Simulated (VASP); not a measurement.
# ZnO (P6_3mc) in VASP: a series of runs

Runs on ZnO. Level: LDA. Tasks: phonons.

All numbers are computed with VASP 6.6.1; they aren't measurements. Logs are shortened: lines on timing, memory, paths and dates and some standing lists are left out, and cuts for length are marked.

## (1) The structure

It takes space group P6_3mc (No. 186, hexagonal). Conventional cell: a = 3.187 Å, b = 3.187 Å, c = 5.152 Å, α = 90.00°, β = 90.00°, γ = 120.00°. Zn (site symmetry 3m) has 4 O at 1.94 to 1.95 Å as nearest neighbours. O (site symmetry 3m) has 4 Zn at 1.94 to 1.95 Å as nearest neighbours.

The cell was built by a generator and needn't be a form met in nature.

## (2) Phonons, LDA

INCAR reads:

```
SYSTEM = ZnO
  PREC = Accurate
  ENCUT = 520
  EDIFF = 1E-8
  ISMEAR = 0
  SIGMA = 0.01
  LREAL = .False.
  LASPH = .True.
  NELM = 100
  ALGO = Normal
  ISIF = 2
  LWAVE = .False.
  LCHARG = .False.
  IBRION = 8
  NSW = 1
```

KPOINTS reads:

```
Automatic mesh
0
Gamma
  9 9 6
  0 0 0
```

POSCAR reads:

```
ZnO
1.0
    3.1868474954      0.0000000000      0.0000000000
   -1.5934237477      2.7598908890      0.0000000000
    0.0000000000      0.0000000000      5.1523064054
Zn O
2 2
Direct
    0.3333333333      0.6666666667      0.0017952706
    0.6666666667      0.3333333333      0.5017952706
    0.3333333333      0.6666666667      0.3802047294
    0.6666666667      0.3333333333      0.8802047294
```

Potentials or basis: VASP PAW LDA potentials, release 64 (Zn, O).

Launch:

```console
$ cat potpaw_LDA.64/Zn/POTCAR potpaw_LDA.64/O/POTCAR > POTCAR
$ mpirun -np 1 vasp_std > vasp.out
```

OUTCAR:

```text
SYSTEM = ZnO
   PREC = Accurate
   ENCUT = 520
   EDIFF = 1E-8
   ISMEAR = 0
   LREAL = .False.
   LASPH = .True.
   NELM = 100
   ISIF = 2
   IBRION = 8
   NSW = 1

 ion  position               nearest neighbor table
   1  0.333  0.667  0.002-   4 1.94   4 1.94   4 1.94   3 1.95
   2  0.667  0.333  0.502-   3 1.94   3 1.94   3 1.94   4 1.95
   3  0.333  0.667  0.380-   2 1.94   2 1.94   2 1.94   1 1.95
   4  0.667  0.333  0.880-   1 1.94   1 1.94   1 1.94   2 1.95

  LATTYP: Found a hexagonal cell.
 ALAT       =     3.1868474954
 C/A-ratio  =     1.6167408114

  Lattice vectors:

 A1 = (   3.1868474954,   0.0000000000,   0.0000000000)
 A2 = (  -1.5934237477,   2.7598908890,   0.0000000000)
 A3 = (   0.0000000000,   0.0000000000,   5.1523064054)

Analysis of symmetry for initial positions (statically):
=====================================================================
 Subroutine PRICEL returns:
 Original cell was already a primitive cell.

 Routine SETGRP: Setting up the symmetry group for a
 hexagonal supercell.

 Subroutine GETGRP returns: Found 12 space group operations
 (whereof  6 operations were pure point group operations)
 out of a pool of 24 trial point group operations.

The static configuration has the point symmetry C_3v.
 The point group associated with its full space group is C_6v.

Analysis of symmetry for dynamics (positions and initial velocities):
=====================================================================
 Subroutine PRICEL returns:
 Original cell was already a primitive cell.

 Routine SETGRP: Setting up the symmetry group for a
 hexagonal supercell.

 Subroutine GETGRP returns: Found 12 space group operations
 (whereof  6 operations were pure point group operations)
 out of a pool of 24 trial point group operations.

The dynamic configuration has the point symmetry C_3v.
 The point group associated with its full space group is C_6v.

 Subroutine INISYM returns: Found 12 space group operations
 (whereof  6 operations are pure point group operations),
 and found     1 'primitive' translations

----------------------------------------------------------------------------------------

                                     Primitive cell

  volume of cell :      45.3163

  direct lattice vectors                    reciprocal lattice vectors
     3.186847495  0.000000000  0.000000000     0.313789725  0.181166582  0.000000000
    -1.593423748  2.759890889  0.000000000     0.000000000  0.362333165  0.000000000
     0.000000000  0.000000000  5.152306405     0.000000000  0.000000000  0.194087836

  length of vectors
     3.186847495  3.186847495  5.152306405     0.362333165  0.362333165  0.194087836

  position of ions in fractional coordinates (direct lattice)
     0.333333333  0.666666667  0.001795271
     0.666666667  0.333333333  0.501795271
     0.333333333  0.666666667  0.380204729
     0.666666667  0.333333333  0.880204729

  ion indices of the primitive-cell ions
   primitive index   ion index
                 1           1
                 2           2
                 3           3
                 4           4

[... 126 lines left out ...]
 cond. band min:       2.1626252726   @ k =   0.0000   0.0000   0.0000
 fundamental gap:      0.8096291846
 Fermi energy:         1.4856807859

 k-point     1 :       0.0000    0.0000    0.0000
  band No.  band energies     occupation
      1     -16.8731      2.00000
      2     -16.0299      2.00000
      3      -4.7736      2.00000
      4      -4.6802      2.00000
      5      -4.6802      2.00000
      6      -4.6422      2.00000
[... 589 lines left out ...]
     21       9.2662      0.00000
     22       9.4478      0.00000

 [... further k-points ...]

------------------------ aborting loop because EDIFF is reached ----------------------------------------

  FORCE on cell =-STRESS in cart. coord.  units (eV):
  Direction    XX          YY          ZZ          XY          YZ          ZX
  --------------------------------------------------------------------------------------
  -------------------------------------------------------------------------------------
  Total        0.3907335      0.3907335      0.3853253      0.0000000      0.0000000      0.0000000
  in kB       13.8145368     13.8145368     13.6233270      0.0000000      0.0000000      0.0000000
  external PRESSURE =      13.7508002 kB  Pullay stress =       0.0000000 kB

 VOLUME and BASIS-vectors are now :
 -----------------------------------------------------------------------------
  energy-cutoff  :      520.00
  volume of cell :       45.32
      direct lattice vectors                 reciprocal lattice vectors
     3.186847495  0.000000000  0.000000000     0.313789725  0.181166582  0.000000000
    -1.593423748  2.759890889  0.000000000     0.000000000  0.362333165  0.000000000
     0.000000000  0.000000000  5.152306405     0.000000000  0.000000000  0.194087836

 POSITION                                       TOTAL-FORCE (eV/Angst)
 -----------------------------------------------------------------------------------
     -0.00000      1.83993      0.00925        -0.000000      0.000000      0.001447
      1.59342      0.91996      2.58540         0.000000      0.000000      0.001447
     -0.00000      1.83993      1.95893        -0.000000      0.000000     -0.001447
      1.59342      0.91996      4.53508         0.000000     -0.000000     -0.001447
 -----------------------------------------------------------------------------------
    total drift:                                0.000000      0.000001      0.000347

  FREE ENERGIE OF THE ION-ELECTRON SYSTEM (eV)
  ---------------------------------------------------
  free  energy   TOTEN  =       -21.1565910419 eV

  energy  without entropy=      -21.1565910419  energy(sigma->0) =      -21.15659104

[... ionic steps 2 to 9 ...]

--------------------------------------- Ionic step       10  -------------------------------------------

------------------------ aborting loop because EDIFF is reached ----------------------------------------

[... ionic steps 11 to 11 ...]

--------------------------------------- Ionic step       12  -------------------------------------------

 Free energy of the ion-electron system (eV)
  ---------------------------------------------------
  ---------------------------------------------------
  free energy    TOTEN  =        -0.37135370 eV

  energy without entropy =       -0.37135370

------------------------ aborting loop because EDIFF is reached ----------------------------------------

 INTERNAL STRAIN TENSOR  FOR ION    3  DIRECTION 3   (eV/Angst):
 -----------------------------------------------------------------------------
     5.38674  0.00000  0.00000
    -0.00000  5.38674  0.00000
     0.00000  0.00000-10.51628

 INTERNAL STRAIN TENSOR FOR ION    4 for displacements in x,y,z  (eV/Angst):
          X           Y           Z          XY          YZ          ZX
  --------------------------------------------------------------------------------
  x     0.00000     0.00000    -0.00000     9.28420    -0.00000     5.23430
  y     9.28420    -9.28420     0.00000     0.00000     5.44862     0.00000
  z     5.38674     5.38674   -10.51628    -0.00000     0.00000     0.00000

 SECOND DERIVATIVES (NOT SYMMETRIZED)
 ------------------------------------
               1X          1Y          1Z          2X          2Y          2Z          3X          3Y          3Z          4X          4Y          4Z
  1X    -8.698993    0.000000   -0.000000    0.362223    0.000000    0.000000   -0.035822   -0.000000   -0.000000    8.372593    0.000000    0.000000
  1Y     0.000000   -8.698993    0.000000   -0.000000    0.362223    0.000000    0.000000   -0.035822    0.000000    0.000000    8.372593    0.000000
  1Z     0.000000    0.000000  -12.768810    0.000000    0.000000    5.138467    0.000000    0.000000    5.876755    0.000000    0.000000    1.753588
  2X     0.362223    0.000000   -0.000000   -8.698993   -0.000000    0.000000    8.372593   -0.000000    0.000000   -0.035822   -0.000000    0.000000
  2Y     0.000000    0.362223    0.000000    0.000000   -8.698993   -0.000000   -0.000000    8.372593    0.000000   -0.000000   -0.035822   -0.000000
  2Z     0.000000    0.000000    5.138467   -0.000000    0.000000  -12.768810    0.000000    0.000000    1.753588    0.000000   -0.000000    5.876755
  3X    -0.043818   -0.000000    0.000000    8.374932   -0.000000    0.000000   -9.332877   -0.000000    0.000000    1.001763    0.000000   -0.000000
  3Y    -0.000000   -0.043818    0.000000    0.000000    8.374932    0.000000   -0.000000   -9.332877    0.000000    0.000000    1.001763    0.000000
  3Z     0.000000   -0.000000    5.906985    0.000000   -0.000000    1.722882    0.000000   -0.000000  -12.942039    0.000000    0.000000    5.312172
  4X     8.374932    0.000000    0.000000   -0.043818    0.000000    0.000000    1.001763    0.000000    0.000000   -9.332877    0.000000    0.000000
  4Y     0.000000    8.374932    0.000000   -0.000000   -0.043818    0.000000    0.000000    1.001763   -0.000000   -0.000000   -9.332877    0.000000
  4Z     0.000000    0.000000    1.722882   -0.000000    0.000000    5.906985   -0.000000    0.000000    5.312172   -0.000000    0.000000  -12.942039

 Eigenvectors and eigenvalues of the dynamical matrix
 ----------------------------------------------------

   1 f  =   16.834006 THz   105.771180 2PiTHz  561.522004 cm-1    69.619824 meV
             X         Y         Z           dx          dy          dz
     -0.000000  1.839927  0.009250     0.000000    0.000000    0.101465
      1.593424  0.919964  2.585403    -0.000000   -0.000000   -0.101465
     -0.000000  1.839927  1.958931     0.000000    0.000000   -0.699789
      1.593424  0.919964  4.535084    -0.000000   -0.000000    0.699789
[... 71 lines left out ...]
  12 f/i=    0.001698 THz     0.010668 2PiTHz    0.056634 cm-1     0.007022 meV
             X         Y         Z           dx          dy          dz
     -0.000000  1.839927  0.009250     0.622150   -0.120761    0.000000
      1.593424  0.919964  2.585403     0.622150   -0.120761    0.000000
     -0.000000  1.839927  1.958931     0.307856   -0.059756    0.000000
      1.593424  0.919964  4.535084     0.307856   -0.059756    0.000000

--------------------------------------------------------------------------------------------------------

 ELASTIC MODULI CONTR FROM IONIC RELAXATION (kBar)
 Direction    XX          YY          ZZ          XY          YZ          ZX
 --------------------------------------------------------------------------------
 XX        -867.4173    330.6453    525.4433      0.0000     -0.0000      0.0000
 YY         330.6453   -867.4173    525.4433      0.0000      0.0000     -0.0000
 ZZ         525.4433    525.4433  -1028.7075     -0.0000     -0.0000     -0.0000
 XY           0.0000      0.0000     -0.0000   -599.0313     -0.0000      0.0000
 YZ           0.0000     -0.0000     -0.0000     -0.0000   -236.2504      0.0000
 ZX           0.0000     -0.0000     -0.0000     -0.0000      0.0000   -235.3420
 --------------------------------------------------------------------------------
```

Wall time 18 min (1 thread of AMD EPYC 7R43 (Zen 3), shared host); peak memory 0.5 GiB.

Results:

```
Highest phonon frequency at Γ, LO-TO splitting left out : 562 cm⁻¹
```

Phonon frequencies in cm⁻¹ (negative: imaginary):
```csv
q point,frequencies
"(0.000, 0.000, 0.000)",0 0 0 89 89 263 402 420 420 453 453 562
```

Caveat: the atoms weren't relaxed first, which shifts response properties.

## (3) Phonons, LDA

This run uses another cell than the first one, of 11.07 Å³/atom, 0.977 times its volume.

INCAR reads:

```
  PREC = Accurate
  ENCUT = 520
  EDIFF = 1E-8
  ISMEAR = 0
  SIGMA = 0.01
  LREAL = F
  LASPH = T
  NELM = 80
  ALGO = Fast
  ISIF = 2
  LWAVE = F
  LCHARG = T
  GGA = CA
  IBRION = 8
  NSW = 1
```

KPOINTS reads:

```
Automatic mesh
0
Gamma
  9 9 6
```

POSCAR reads:

```
ZnO
1.0
    3.1617719374      0.0000000000      0.0000000000
   -1.5808859687      2.7381748188      0.0000000000
    0.0000000000      0.0000000000      5.1128879954
Zn O
2 2
Direct
    0.3333333333      0.6666666667      0.0018534280
    0.6666666667      0.3333333333      0.5018534280
    0.3333333333      0.6666666667      0.3801465720
    0.6666666667      0.3333333333      0.8801465720
```

Potentials or basis: VASP PAW LDA potentials, release 64 (Zn, O).

Launch:

```console
$ cat potpaw_LDA.64/Zn/POTCAR potpaw_LDA.64/O/POTCAR > POTCAR
$ mpirun -np 1 vasp_std > vasp.out
```

OUTCAR:

```text
PREC = Accurate
   ENCUT = 520
   EDIFF = 1E-8
   ISMEAR = 0
   LREAL = F
   LASPH = T
   NELM = 80
   ISIF = 2
   GGA = CA
   IBRION = 8
   NSW = 1

 ion  position               nearest neighbor table
   1  0.333  0.667  0.002-   4 1.93   4 1.93   4 1.93   3 1.93
   2  0.667  0.333  0.502-   3 1.93   3 1.93   3 1.93   4 1.93
   3  0.333  0.667  0.380-   2 1.93   2 1.93   2 1.93   1 1.93
   4  0.667  0.333  0.880-   1 1.93   1 1.93   1 1.93   2 1.93

  LATTYP: Found a hexagonal cell.
 ALAT       =     3.1617719374
[... 883 lines left out ...]
  4Z     0.000000   -0.000000    1.678286    0.000000    0.000000    6.719338    0.000000    0.000000    5.503426   -0.000000    0.000000  -13.901050

 Eigenvectors and eigenvalues of the dynamical matrix
 ----------------------------------------------------

   1 f  =   17.395395 THz   109.298492 2PiTHz  580.247928 cm-1    71.941542 meV
             X         Y         Z           dx          dy          dz
     -0.000000  1.825450  0.009476    -0.000000   -0.000000    0.114193
      1.580886  0.912725  2.565920     0.000000    0.000000   -0.114193
     -0.000000  1.825450  1.943647    -0.000000   -0.000000   -0.697825
      1.580886  0.912725  4.500091     0.000000    0.000000    0.697825
[... 71 lines left out ...]
  12 f/i=    0.012269 THz     0.077086 2PiTHz    0.409238 cm-1     0.050739 meV
             X         Y         Z           dx          dy          dz
     -0.000000  1.825450  0.009476     0.176190   -0.609127   -0.000000
      1.580886  0.912725  2.565920     0.176190   -0.609127   -0.000000
     -0.000000  1.825450  1.943647     0.086949   -0.300602   -0.000000
      1.580886  0.912725  4.500091     0.086949   -0.300602   -0.000000

--------------------------------------------------------------------------------------------------------

 ELASTIC MODULI CONTR FROM IONIC RELAXATION (kBar)
 Direction    XX          YY          ZZ          XY          YZ          ZX
 --------------------------------------------------------------------------------
 XX       -1033.2366    381.8782    637.8701      0.0000      0.0000      0.0000
 YY         381.8782  -1033.2366    637.8701     -0.0000      0.0000     -0.0000
 ZZ         637.8701    637.8701  -1249.3221      0.0000     -0.0000      0.0000
 XY           0.0000     -0.0000      0.0000   -707.5574     -0.0000     -0.0000
 YZ           0.0000     -0.0000     -0.0000     -0.0000   -290.4682      0.0000
 ZX           0.0000     -0.0000      0.0000      0.0000      0.0000   -290.4256
 --------------------------------------------------------------------------------
```

It took 21 min on 1 thread of AMD EPYC 7R43 (Zen 3), shared host; peak memory 0.49 GiB.

What came out:

* Highest phonon frequency at Γ, LO-TO splitting left out: 580 cm⁻¹

Phonon frequencies in cm⁻¹ (negative: imaginary):
| q point | frequencies |
| --- | --- |
| (0.000, 0.000, 0.000) | 0 0 0 81 81 269 422 439 439 474 474 580 |

Caveat: the atoms weren't relaxed first, which shifts response properties.

## (4) Phonons, LDA

This run uses another cell than the first one, of 10.83 Å³/atom, 0.956 times its volume.

INCAR reads:

```
ALGO     = Normal         # electronic algorithm
EDIFF    = 1E-8           # SCF threshold, eV
ENCUT    = 520            # plane-wave cutoff, eV
GGA      = CA             # functional
IBRION   = 8              # ionic algorithm
ISIF     = 2              # what is computed and relaxed
ISMEAR   = 0              # smearing method
LASPH    = T              # aspherical terms in the spheres
LCHARG   = F              # write CHGCAR
LREAL    = F              # projectors in reciprocal space
LWAVE    = F              # write WAVECAR
NELM     = 60             # most SCF steps
NSW      = 1              # ionic steps
PREC     = Accurate       # precision mode
SIGMA    = 0.01           # smearing width, eV
```

KPOINTS reads:

```
k-points
0
Gamma
  9 9 6
```

POSCAR reads:

```
ZnO
1.0
    3.1390466554      0.0000000000      0.0000000000
   -1.5695233277      2.7184941473      0.0000000000
    0.0000000000      0.0000000000      5.0777967449
Zn O
2 2
Direct
    0.3333333333      0.6666666667      0.0019238521
    0.6666666667      0.3333333333      0.5019238521
    0.3333333333      0.6666666667      0.3800761479
    0.6666666667      0.3333333333      0.8800761479
```

Potentials or basis: VASP PAW LDA potentials, release 64 (Zn, O).

Launch:

```console
$ cat potpaw_LDA.64/Zn/POTCAR potpaw_LDA.64/O/POTCAR > POTCAR
$ mpirun -np 1 vasp_std > vasp.out
```

OUTCAR:

```text
EDIFF = 1E-8
   ENCUT = 520
   GGA = CA
   IBRION = 8
   ISIF = 2
   ISMEAR = 0
   LASPH = T
   LREAL = F
   NELM = 60
   NSW = 1
   PREC = Accurate

 ion  position               nearest neighbor table
   1  0.333  0.667  0.002-   4 1.92   4 1.92   4 1.92   3 1.92
   2  0.667  0.333  0.502-   3 1.92   3 1.92   3 1.92   4 1.92
   3  0.333  0.667  0.380-   2 1.92   2 1.92   2 1.92   1 1.92
   4  0.667  0.333  0.880-   1 1.92   1 1.92   1 1.92   2 1.92

  LATTYP: Found a hexagonal cell.
 ALAT       =     3.1390466554
[... 882 lines left out ...]
  4Z     0.000000    0.000000    1.637336    0.000000    0.000000    7.512783    0.000000   -0.000000    5.687175   -0.000000    0.000000  -14.837295

 Eigenvectors and eigenvalues of the dynamical matrix
 ----------------------------------------------------

   1 f  =   17.928614 THz   112.648801 2PiTHz  598.034176 cm-1    74.146755 meV
             X         Y         Z           dx          dy          dz
     -0.000000  1.812329  0.009769    -0.000000    0.000000    0.124871
      1.569523  0.906165  2.548667     0.000000   -0.000000   -0.124871
     -0.000000  1.812329  1.929949    -0.000000    0.000000   -0.695994
      1.569523  0.906165  4.468848     0.000000   -0.000000    0.695994
[... 71 lines left out ...]
  12 f/i=    0.014550 THz     0.091421 2PiTHz    0.485341 cm-1     0.060175 meV
             X         Y         Z           dx          dy          dz
     -0.000000  1.812329  0.009769     0.353016    0.526792   -0.000000
      1.569523  0.906165  2.548667     0.353016    0.526792   -0.000000
     -0.000000  1.812329  1.929949     0.174155    0.259884   -0.000000
      1.569523  0.906165  4.468848     0.174155    0.259884   -0.000000

--------------------------------------------------------------------------------------------------------

 ELASTIC MODULI CONTR FROM IONIC RELAXATION (kBar)
 Direction    XX          YY          ZZ          XY          YZ          ZX
 --------------------------------------------------------------------------------
 XX       -1199.3209    433.6790    749.2631      0.0000     -0.0000      0.0000
 YY         433.6790  -1199.3209    749.2631     -0.0000      0.0000     -0.0000
 ZZ         749.2631    749.2631  -1466.4696     -0.0000     -0.0000     -0.0000
 XY           0.0000     -0.0000     -0.0000   -816.5000     -0.0000     -0.0000
 YZ          -0.0000      0.0000     -0.0000     -0.0000   -342.4996     -0.0000
 ZX           0.0000     -0.0000     -0.0000     -0.0000     -0.0000   -343.3974
 --------------------------------------------------------------------------------
```

Run time: 24 min. Hardware: 1 thread of AMD EPYC 7R43 (Zen 3), shared host; peak memory 0.48 GiB.

What came out:

```yaml
Highest_phonon_frequency_at_Γ_LO-TO_splitting_left_out: 598 cm⁻¹
```

Phonon frequencies in cm⁻¹ (negative: imaginary):
| q point | frequencies |
| --- | --- |
| (0.000, 0.000, 0.000) | 0 0 0 74 74 274 440 456 456 493 493 598 |

Caveat: the atoms weren't relaxed first, which shifts response properties.
